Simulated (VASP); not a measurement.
Input of a VASP 6.6.1 run:

INCAR

```
SYSTEM = CdF2
ALGO     = Fast           ! electronic algorithm
EDIFF    = 1E-6           ! SCF threshold, eV
ENCUT    = 520            ! plane-wave cutoff, eV
GGA      = CA             ! functional
ISIF     = 2              ! what is computed and relaxed
ISMEAR   = 0              ! smearing method
LASPH    = .TRUE.         ! aspherical terms in the spheres
LCHARG   = .FALSE.        ! write CHGCAR
LREAL    = .FALSE.        ! projectors in reciprocal space
LWAVE    = .FALSE.        ! write WAVECAR
NBANDS   = 20             ! bands
NELM     = 60             ! most SCF steps
PREC     = Accurate       ! precision mode
SIGMA    = 0.05           ! smearing width, eV
```

Contents of KPOINTS:

```
k-points
0
G
  8 8 8
  0 0 0
```

POSCAR

```
CdF2
1.0
    0.0000000000      2.6488277134      2.6488277134
    2.5494966741      0.0000000000      2.6488277134
    2.5494966741      2.6488277134      0.0000000000
Cd F
1 2
Direct
    0.0000000000      0.0000000000      0.0000000000
    0.2500000000      0.2500000000      0.2500000000
    0.7500000000      0.7500000000      0.7500000000
```

Potentials or basis: VASP PAW LDA potentials, release 64 (Cd, F).

Run with:

```console
$ cat potpaw_LDA.64/Cd/POTCAR potpaw_LDA.64/F/POTCAR > POTCAR
$ mpirun -np 1 vasp_std > vasp.out
```

(1) Predict the band gap on the k mesh.

(2) Predict the pressure.

Results:

(1) 3.07 eV, indirect (least direct gap 3.41 eV).

(2) 6.9 GPa.
